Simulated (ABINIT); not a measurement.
KI:

```
I K
1.0
     0.00000    3.53277    3.53277
     3.53277    0.00000    3.53277
     3.53277    3.53277    0.00000
I K
1 1
Direct
  0.50000 0.50000 0.50000
  0.00000 0.00000 0.00000
```

Base run:

| Quantity | Value |
| --- | --- |
| Program | ABINIT 10.8.3 (patched build) |
| Functional | r2SCAN |
| Potentials or basis | JTH PAW PBE v2.0 |
| Cutoff | 517 eV |
| k mesh | 7 × 7 × 7 |
| Occupations | fermi-dirac, width 0.05 eV |
| Spin | no spin polarisation |

Its results: band gap on the k mesh 4.61 eV, direct; pressure 0.2 GPa.

**Question.** The run is repeated on the same cell with these changes: functional from r2SCAN to PBE; cutoff from 517 eV to 435 eV; fine-grid cutoff from 1034.03 eV to 870.764 eV. What comes out?

**Answer.** Band gap on the k mesh 3.96 eV, direct; pressure 0.6 GPa.

Caveats: spin-orbit coupling is left out, which moves the levels of the heavy elements; the PAW data sets were made with another functional, which shifts forces and pressure a little (some runs).
